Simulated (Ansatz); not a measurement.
# WSe2: relaxing the atoms and phonons, part 2 of 2

The task, for WSe2: 2 runs in a chain (relaxing the atoms and phonons).

Ansatz 0.2.0; DFT r2SCAN, scalar-relativistic, plane waves, PAW. Earlier steps stand in the parts before.

## (3) Phonons

It takes the final geometry of step 2.

Input file input.yaml:

```yaml
crystal:
  lattice:
    - [3.2820020026, 0.0, 0.0]
    - [-1.6410010013, 2.8422971095, 0.0]
    - [0.0, 0.0, 12.96]
  atoms:
    - { symbol: W, position: [0.3333333333, 0.6666666667, 0.25] }
    - { symbol: W, position: [0.6666666667, 0.3333333333, 0.75] }
    - { symbol: Se, position: [0.3333333333, 0.6666666667, 0.6213464444] }
    - { symbol: Se, position: [0.6666666667, 0.3333333333, 0.1213464444] }
    - { symbol: Se, position: [0.3333333333, 0.6666666667, 0.8786535556] }
    - { symbol: Se, position: [0.6666666667, 0.3333333333, 0.3786535556] }
scf:
  occupations: { method: fixed }
output:
  forces: true
  stress: true
  eigenvalues: true
kpoints:
  mp_grid: { grid: [10, 10, 3] }
hamiltonian:
  xc: r2scan
phonons:
  method: dfpt
  dielectric: true
  rigid_motions: translations
```

Launch:

```sh
$ ansatz run input.yaml --threads 8 --pin off --max-ram 32768MiB --backend cpu --events-out ev --progress --plain --runs-dir out
```

Output:

```text
Warning: RAYON_NUM_THREADS=8 ignored (pool sized by the plan → 8); use --threads N
Engine: ansatz 0.2.0, x86_64-unknown-linux-gnu
Pseudopotentials: kind: paw
Pseudopotential: W, paw, valence charge 14, recommended cutoff 500 eV (meta_gga), W.paw.azcp
Pseudopotential: Se, paw, valence charge 16, recommended cutoff 500 eV (meta_gga), Se.paw.azcp
Functional definition: r2SCAN
  parameter k0 = 0.174
  parameter k1 = 0.065
  parameter a1 = 4.9479
  exchange = r2scan_x(k0 = k0, k1 = k1, a1 = a1)
  correlation = r2scan_c
Crystal: 6 atoms, lattice volume = 120.896 Å³
Basis set: ecut = 500 eV, 3029 PW (Γ), exchange–correlation on 120×120×480 points (125 copies of the dense FFT grid, shifted against one another)
Bands: 56, of which v1, the nominal top of the filled ones, is band 46 counted from 1 (45 counted from 0)
Symmetry: 24 space group operations
k-points: 86 of 300 (irreducible under 2 space group operations, time reversal used)
Non-local potential: W, projectors of the file, l = 0: 3, l = 1: 2, l = 2: 2, l = 3: 1
Non-local potential: Se, projectors of the file, l = 0: 2, l = 1: 2, l = 2: 3, l = 3: 1
PAW form: soft (Blöchl's): semilocal exchange-correlation on the pseudo side does not see the compensation charge
PAW frozen core: W, regenerated for the run's functional (the file was generated under x = pbe(κ = 0.804, μ = 0.2195149727645171), c = pbe(β = 0.06672455060314922))
PAW frozen core: Se, regenerated for the run's functional (the file was generated under x = pbe(κ = 0.804, μ = 0.2195149727645171), c = pbe(β = 0.06672455060314922))
PAW one-centre angular grid: W, 590 points (default); XC on 160 Gauss nodes
PAW one-centre angular grid: Se, 590 points (default); XC on 160 Gauss nodes
Initial density: superposition of atomic densities (neutral atoms: chi_scale 0, normalization atom), corrected by the library's trained network
Initial wavefunctions: pseudopotential atomic-orbital guess
Functional: x = r2scan, c = r2scan; τ floored in thin density (d = 2e-4 eV/Å³)
SCF iter   1: F=—  HF=-42710.579517 eV  |F-HF|=—  |Δ(HF+E_count)|=         —  Δρ=5.98e-3  dr2=4.22e-2  dr2_τ=8.99e-2  ethr=1.77e-3  ⟨swp⟩=5.0  Hψ=14964  notcnv=0  defer=631
preconditioner: auto → Resta (q_TF=auto, 2.607 Å⁻¹)  ε∞=5.5  [insulator: Δε(μ)=1.122 eV  Ē_g=9.553 eV  n_scr=40 (ndim 8)  ℏωp=20.3 eV  f_vac=0.041  ε∞_Penn≈5.5]
SCF iter   2: F=—  HF=-42710.705144 eV  |F-HF|=—  |Δ(HF+E_count)|=   1.26e-1  Δρ=3.88e-3  dr2=8.58e-3  dr2_τ=1.45e-3  ethr=4.59e-5  ⟨swp⟩=2.9  Hψ=9432  notcnv=0  defer=682
SCF iter   3: F=—  HF=-42710.713211 eV  |F-HF|=—  |Δ(HF+E_count)|=   8.07e-3  Δρ=1.65e-3  dr2=1.98e-3  dr2_τ=1.48e-4  ethr=9.33e-6  ⟨swp⟩=2.0  Hψ=5959  notcnv=0  defer=688
SCF iter   4: F=—  HF=-42710.714895 eV  |F-HF|=—  |Δ(HF+E_count)|=   1.68e-3  Δρ=2.37e-4  dr2=1.20e-4  dr2_τ=7.10e-6  ethr=2.16e-6  ⟨swp⟩=2.0  Hψ=6819  notcnv=0  defer=688
SCF iter   5: F=—  HF=-42710.714891 eV  |F-HF|=—  |Δ(HF+E_count)|=   4.66e-6  Δρ=8.60e-5  dr2=1.24e-5  dr2_τ=1.29e-6  ethr=1.31e-7  ⟨swp⟩=2.0  Hψ=5699  notcnv=0  defer=487
SCF iter   6: F=—  HF=-42710.714894 eV  |F-HF|=—  |Δ(HF+E_count)|=   3.70e-6  Δρ=3.59e-5  dr2=2.52e-6  dr2_τ=6.47e-8  ethr=1.34e-8  ⟨swp⟩=2.0  Hψ=5777  notcnv=0  defer=235
SCF iter   7: F=—  HF=-42710.714885 eV  |F-HF|=—  |Δ(HF+E_count)|=   9.09e-6  Δρ=7.32e-6  dr2=6.24e-8  dr2_τ=4.49e-9  ethr=2.74e-9  ⟨swp⟩=2.0  Hψ=6131  notcnv=0  defer=235
SCF iter   8: F=—  HF=-42710.714885 eV  |F-HF|=—  |Δ(HF+E_count)|=   5.71e-8  Δρ=1.28e-6  dr2=1.81e-9  dr2_τ=6.31e-11  ethr=6.78e-11  ⟨swp⟩=3.0  Hψ=8577  notcnv=0  defer=235
SCF iter   9: F=—  HF=-42710.714885 eV  |F-HF|=—  |Δ(HF+E_count)|=   1.44e-9  Δρ=3.53e-7  dr2=1.83e-10  dr2_τ=4.23e-12  ethr=1.97e-12  ⟨swp⟩=2.0  Hψ=8367  notcnv=0  defer=235
SCF iter  10: F=-42710.714885 eV  HF=-42710.714885 eV  |F-HF|=7.28e-12  |Δ(HF+E_count)|=  7.28e-11  Δρ=7.96e-8  dr2=6.86e-12  dr2_τ=8.78e-13  ethr=1.00e-12  ⟨swp⟩=14.2  Hψ=27601  notcnv=0
SCF 1 converged in 10 iterations: F = -42710.714885 eV  dr2 = 6.86e-12
NSCF: frozen V_eff on 5 k-points
DFPT response loops at Γ: preconditioner auto → Resta (q_TF=auto, 2.607 Å⁻¹)  ε∞=7.3 (no band partly filled); β = 1.00, the filter's whole step (`scf.mixing.beta` (0.50) is not read by the response loops at its default; to damp them type it under 1.00, their step now; it binds the ground state too); Broyden in place of MSR1
── the response to a field inside a basis, on 10×10×4 k-points: an SCF that follows is theirs, and a resumed run solves both again ──
Bands: 47, of which v1, the nominal top of the filled ones, is band 46 counted from 1 (45 counted from 0)
k-points: 60 of 400 (irreducible under 8 space group operations)
Initial density: handed on by an earlier stage of this run
Initial wavefunctions: pseudopotential atomic-orbital guess (no wavefunctions were taken with the density)
Eigensolver: Dense (60 Hₖ)
SCF iter   1: F=—  HF=-42710.322902 eV  |F-HF|=—  |Δ(HF+E_count)|=         —  Δρ=6.59e-4  dr2=1.69e-4  dr2_τ=9.44e-5  ethr=1.00e-1
preconditioner: auto → Resta (q_TF=auto, 2.607 Å⁻¹)  ε∞=7.9  [insulator: Δε(μ)=1.209 eV  Ē_g=7.687 eV  n_scr=40 (ndim 8)  ℏωp=20.3 eV  f_vac=0.048  ε∞_Penn≈7.9]
SCF iter   2: F=—  HF=-42710.323127 eV  |F-HF|=—  |Δ(HF+E_count)|=   2.25e-4  Δρ=3.83e-4  dr2=6.56e-5  dr2_τ=1.32e-5  ethr=1.84e-7
SCF iter   3: F=—  HF=-42710.323252 eV  |F-HF|=—  |Δ(HF+E_count)|=   1.25e-4  Δρ=7.10e-5  dr2=1.12e-5  dr2_τ=2.46e-6  ethr=7.14e-8
SCF iter   4: F=—  HF=-42710.323253 eV  |F-HF|=—  |Δ(HF+E_count)|=   1.01e-6  Δρ=2.67e-5  dr2=7.97e-7  dr2_τ=3.51e-8  ethr=1.21e-8
SCF iter   5: F=-42710.323254 eV  HF=-42710.323254 eV  |F-HF|=4.74e-8  |Δ(HF+E_count)|=   6.92e-7  Δρ=6.85e-6  dr2=5.40e-8  dr2_τ=8.48e-9  ethr=8.66e-10
SCF 1 converged in 5 iterations: F = -42710.323254 eV  dr2 = 5.40e-8
DFPT response loops at Γ: preconditioner auto → Resta (q_TF=auto, 2.607 Å⁻¹)  ε∞=7.0 (no band partly filled); β = 1.00, the filter's whole step (`scf.mixing.beta` (0.50) is not read by the response loops at its default; to damp them type it under 1.00, their step now; it binds the ground state too); Broyden in place of MSR1
SCF converged after 10 iterations
Free energy (F): -42710.714885 eV
Harris-Foulkes:  -42710.714885 eV  (|F-HF|=7.28e-12)
Internal energy: -42710.714885 eV  (E = F + TS)
E sigma→0 (E₀):  -42710.714885 eV
Fermi energy:    12.897001 eV
--- Per-component energies (eV) ---
  E_band       = -1758.870265
  E_kinetic    = 1383.053928
  E_local      = -11435.495827  (includes V_loc(G=0)·N_el)
  E_nonlocal   = -2376.607263
  E_hartree    = 5504.935028
  E_xc         = -894.147226
  E_vxc        = -946.630198  (∫ρ·V_xc dr)
  E_paw        = -24887.376967  (= ΣΔE_a)
  E_vpaw       = 559.427788  (= ΣTr[D̂ρ^β])
  E_aug_tail   = -0.000963  (compensation charges beyond the density's cutoff)
  E_vtau       = 47.512041  (kinetic-family band-sum trace: ∫τ·v_τ [+ j·A + Jᵃ·Aᵃ] dr)
  E_ewald      = -9996.840616
  E_core_change = -8.234979  (= ΣΔE_core)
  E_smearing   = -0.000000  (= −TS)
  E_closure    = 0.000000  (closes the sum)
  Σ components = -42710.714885   (vs F -42710.714885, Δ=0.00e0)
--- Forces (eV/Å), atoms counted from 1 ---
  atom   1  W      0.00000000     0.00000000     0.00000000
  atom   2  W     -0.00000000    -0.00000000    -0.00000000
  atom   3  Se     0.00000000    -0.00000000    -0.00023715
  atom   4  Se    -0.00000000     0.00000000    -0.00023715
  atom   5  Se     0.00000000    -0.00000000     0.00023715
  atom   6  Se    -0.00000000     0.00000000     0.00023715
  max |Σ_I F_I| component: 5.78e-19 eV/Å
--- Stress (GPa, compression-positive) ---
        3.091298       0.000000      -0.000000
        0.000000       3.091298       0.000000
       -0.000000       0.000000       2.527927
  P = ⅓ Tr σ = 2.9035 GPa (29.035 kbar)
--- Band table (eV; the first three rows and the last of 86) ---
  k-point 0: bands = ["-63.3239", "-63.3239", "-35.8482", "-35.8482", "-35.8481", "-35.8481", "-35.8474", "-35.8474", "-35.8473", "-35.8473", "-35.8183", "-35.8183", "-35.8179", "-35.8179", "-35.8168", "-35.8168", "-35.8165", "-35.8165", "-35.8050", "-35.8047", "-35.8024", "-35.8021", "-26.9745", "-26.9745", "-26.8374", "-26.8374", "-26.8374", "-26.8374", "-3.1034", "-2.8518", "-1.8306", "-1.4029", "5.4272", "6.5615", "9.1085", "10.0277", "10.0277", "10.0461", "10.0461", "11.2014", "11.2014", "11.2580", "11.2580", "11.6818", "11.7515", "12.8970", "15.6824", "15.6824", "15.7329", "15.7329", "15.7634", "15.7634", "15.9744", "15.9744", "18.0022", "18.5899"]
  k-point 1: bands = ["-63.3239", "-63.3239", "-35.8482", "-35.8482", "-35.8481", "-35.8481", "-35.8474", "-35.8474", "-35.8473", "-35.8473", "-35.8182", "-35.8182", "-35.8180", "-35.8180", "-35.8167", "-35.8167", "-35.8166", "-35.8166", "-35.8049", "-35.8048", "-35.8023", "-35.8022", "-26.9745", "-26.9745", "-26.8374", "-26.8374", "-26.8374", "-26.8374", "-3.0521", "-2.9294", "-1.7109", "-1.5003", "5.6515", "6.1941", "9.6499", "10.0322", "10.0322", "10.0414", "10.0414", "10.7027", "11.2155", "11.2155", "11.2438", "11.2438", "12.4295", "12.7929", "15.6831", "15.6831", "15.6966", "15.6966", "15.8395", "15.8395", "15.9332", "15.9332", "18.1689", "18.4628"]
  k-point 2: bands = ["-63.3228", "-63.3228", "-35.8481", "-35.8480", "-35.8477", "-35.8476", "-35.8475", "-35.8474", "-35.8469", "-35.8468", "-35.8184", "-35.8184", "-35.8180", "-35.8180", "-35.8171", "-35.8169", "-35.8168", "-35.8165", "-35.8048", "-35.8045", "-35.8022", "-35.8019", "-26.9692", "-26.9692", "-26.8626", "-26.8626", "-26.8432", "-26.8432", "-2.9435", "-2.6930", "-1.7438", "-1.3314", "5.6287", "6.7606", "8.9508", "9.5677", "9.6030", "10.1728", "10.2017", "10.5292", "10.9358", "11.0017", "11.1568", "11.7768", "11.8996", "12.6373", "15.3155", "15.4533", "15.5383", "15.5393", "15.5474", "15.7953", "15.9156", "16.0304", "18.7938", "19.3169"]
  k-point 85: bands = ["-63.3119", "-63.3119", "-35.8474", "-35.8474", "-35.8461", "-35.8461", "-35.8438", "-35.8438", "-35.8435", "-35.8435", "-35.8201", "-35.8199", "-35.8194", "-35.8193", "-35.8182", "-35.8181", "-35.8177", "-35.8175", "-35.8026", "-35.8025", "-35.7997", "-35.7996", "-27.0543", "-27.0543", "-26.9400", "-26.9400", "-26.9185", "-26.9185", "-0.9291", "-0.8663", "-0.6168", "-0.5492", "6.5515", "6.6390", "7.2454", "7.3031", "8.0366", "8.2158", "8.8684", "9.0954", "9.3433", "9.4856", "10.3376", "10.4970", "11.9515", "12.0305", "14.6216", "14.9336", "15.4598", "15.5128", "15.8398", "16.1616", "17.2140", "17.6796", "18.8411", "19.3977"]
--- Phonons (Γ-DFPT): 4 representative perturbations + reference, on 86 of 300 k-points (Σ response iterations 31) ---
  k mesh reduced under 2 symmetry operations, with k and −k counted as one. Each operation leaves every solved perturbation unchanged. A smaller set is not considered because the functional reads the kinetic-energy density
  ASR residual: 1.444e-4 → 0.000e0 eV/Å²; symmetrization residual: 4.482e-5 eV/Å²
  ASR residual per site (eV/Å²): 1.44e-4 1.44e-4 2.04e-5 2.04e-5 2.04e-5 2.04e-5
  Γ frequencies (cm⁻¹): 0.00 0.00 0.00 24.55 24.55 44.40 175.99 175.99 177.99 177.99 250.15 250.15 250.22 250.22 252.73 258.11 310.69 313.57
  ε∞ (high-frequency dielectric tensor):
       14.559275     0.000000    -0.000000
        0.000000    14.559275    -0.000000
       -0.000000    -0.000000     6.800112
  ε⁰ (static dielectric tensor: ions relaxed, cell fixed):
       14.745947     0.000000    -0.000000
        0.000000    14.745947    -0.000000
       -0.000000    -0.000000     6.842130
  ε⁰ − ε∞ (ionic part):
        0.186671     0.000000    -0.000000
        0.000000     0.186671    -0.000000
       -0.000000    -0.000000     0.042018
  softest optical mode at Γ: 24.55 cm⁻¹; the repairs (sum rule, projections) moved no ω² at Γ by more than (1.73 cm⁻¹)²
  Born effective charges Z* (e; rows j = field, columns β = displacement):
    site 0:
        -1.10441   -0.00000    0.00000
        -0.00000   -1.10441   -0.00000
         0.00000   -0.00000   -0.65061
    site 1:
        -1.10441   -0.00000    0.00000
        -0.00000   -1.10441   -0.00000
         0.00000   -0.00000   -0.65061
    site 2:
         0.55220    0.00000   -0.00000
         0.00000    0.55220   -0.00000
        -0.00000   -0.00000    0.32531
    site 3:
         0.55220    0.00000   -0.00000
         0.00000    0.55220    0.00000
        -0.00000    0.00000    0.32531
    site 4:
         0.55220    0.00000   -0.00000
         0.00000    0.55220    0.00000
        -0.00000    0.00000    0.32531
    site 5:
         0.55220   -0.00000   -0.00000
        -0.00000    0.55220   -0.00000
        -0.00000   -0.00000    0.32531
  Z* charge neutrality: 4.407e-2 e pre-enforcement
  solved inside a basis spanned on kpoints, on 10×10×4 k-points, its susceptibility summed on 14×14×4: ε∞ is read to err by 8.7e-2, Z* by 3.0e-2 e (field_mesh: kpoints solves on kpoints); Z* is corrected for what the basis lacks
  optical modes at Γ without the LO–TO term, one row a degenerate level:
      ω (cm⁻¹)  modes    IR ((D/Å)²/amu)
         24.55      2             0.0000
         44.40      1             0.0000
        175.99      2             0.0000
        177.99      2             0.0000
        250.15      2             0.0000
        250.22      2             1.3249
        252.73      1             0.0000
        258.11      1             0.0000
        310.69      1             0.2299
        313.57      1             0.0000
  optical modes at Γ + LO–TO along q̂ = [1.0000, 0.0000, 0.0000]:
      ω (cm⁻¹)  modes    IR ((D/Å)²/amu)
         24.55      2             0.0000
         44.40      1             0.0000
        175.99      2             0.0000
        177.99      2             0.0000
        250.15      2             0.0000
        250.22      1             0.6625
        251.82      1             0.6625
        252.73      1             0.0000
        258.11      1             0.0000
        310.69      1             0.2299
        313.57      1             0.0000
  optical modes at Γ + LO–TO along q̂ = [0.0000, 1.0000, 0.0000]:
      ω (cm⁻¹)  modes    IR ((D/Å)²/amu)
         24.55      2             0.0000
         44.40      1             0.0000
        175.99      2             0.0000
        177.99      2             0.0000
        250.15      2             0.0000
        250.22      1             0.6625
        251.82      1             0.6625
        252.73      1             0.0000
        258.11      1             0.0000
        310.69      1             0.2299
        313.57      1             0.0000
  optical modes at Γ + LO–TO along q̂ = [0.0000, 0.0000, 1.0000]:
      ω (cm⁻¹)  modes    IR ((D/Å)²/amu)
         24.55      2             0.0000
         44.40      1             0.0000
        175.99      2             0.0000
        177.99      2             0.0000
        250.15      2             0.0000
        250.22      2             1.3249
        252.73      1             0.0000
        258.11      1             0.0000
        311.65      1             0.2299
        313.57      1             0.0000
```

Run time: 8.7 min. Hardware: 8 threads of Intel Xeon at 2.50GHz (Skylake/Cascade Lake), shared host; peak memory 4.5 GiB.

The optical modes at Γ, the three translations left out and without the macroscopic field of LO modes (i: imaginary):

| cm⁻¹ | THz | modes | IR intensity ((D/Å)²/amu) |
| --- | --- | --- | --- |
| 25 | 0.74 | 2 | 0.00 |
| 44 | 1.33 | 1 | 0.00 |
| 176 | 5.28 | 2 | 0.00 |
| 178 | 5.34 | 2 | 0.00 |
| 250 | 7.50 | 2 | 0.00 |
| 250 | 7.50 | 2 | 1.32 |
| 253 | 7.58 | 1 | 0.00 |
| 258 | 7.74 | 1 | 0.00 |
| 311 | 9.31 | 1 | 0.23 |
| 314 | 9.40 | 1 | 0.00 |

Diagonal Born charges in e, distinct sites:

| atom | Z*xx | Z*yy | Z*zz | mean |
| --- | --- | --- | --- | --- |
| W1 | -1.10 | -1.10 | -0.65 | -0.95 |
| Se3 | 0.55 | 0.55 | 0.33 | 0.48 |

Each polar mode adds Δε = (4.92064×10⁷/V)·S/ν² along x (S its oscillator strength in e²/amu, ν in cm⁻¹, V = 120.90 Å³):

| ν (cm⁻¹) | S_xx | Δε |
| --- | --- | --- |
| 250.2 | 0.0287 | 0.19 |

The sum is 0.19; with ε∞,xx = 14.56 that makes 14.75, and the run's static tensor has 14.75.

For a wave vector along x the longitudinal modes lie at 252 cm⁻¹. The Lyddane–Sachs–Teller product Π(ν_LO/ν_TO)² = 1.01 matches ε0/ε∞ = 1.01.

## (4) The runs side by side

This closing draws on all 2 parts.

| step | volume (Å³/atom) | pressure (GPa) | energy (eV) | gap on the mesh (eV) | time |
| --- | --- | --- | --- | --- | --- |
| 2 | 20.15 | 2.9 | -42710.715 | 1.12 | 29 s |

| quantity | value |
| --- | --- |
| optical modes at Γ (without the LO field) | 25 to 314 cm⁻¹ |
| ε∞, principal values | 6.80, 14.56, 14.56 |
| ε0 with the ions free | 6.8, 14.7, 14.7 |
| mean Born charges | W -0.95, Se +0.48 e |
| LO modes for q along x | 252 cm⁻¹ |

**Reading.** No zone-centre mode is imaginary. That tests stability at Γ alone. The ions give 1 % of the static dielectric constant. Measured lines, each beside the nearest calculated frequency (matched by position alone): 250 measured, 250 calculated; 176 measured, 176 calculated; 24 measured, 25 calculated cm⁻¹; the first is 250 cm⁻¹ (300 K; “Unveiling the complex phonon nature and phonon cascades in 1L to 5L WSe2 using multiwavelength excitation Raman scattering”, 2024, pmc:11325308). These runs have no spin-orbit coupling; with W it would split and shift bands. Layers here are held mostly by dispersion, which this level lacks, so their spacing and the stiffness across them are unreliable there.

These are semilocal Kohn-Sham gaps, which aren't the measured quantity. Such gaps usually fall short of the measured ones.
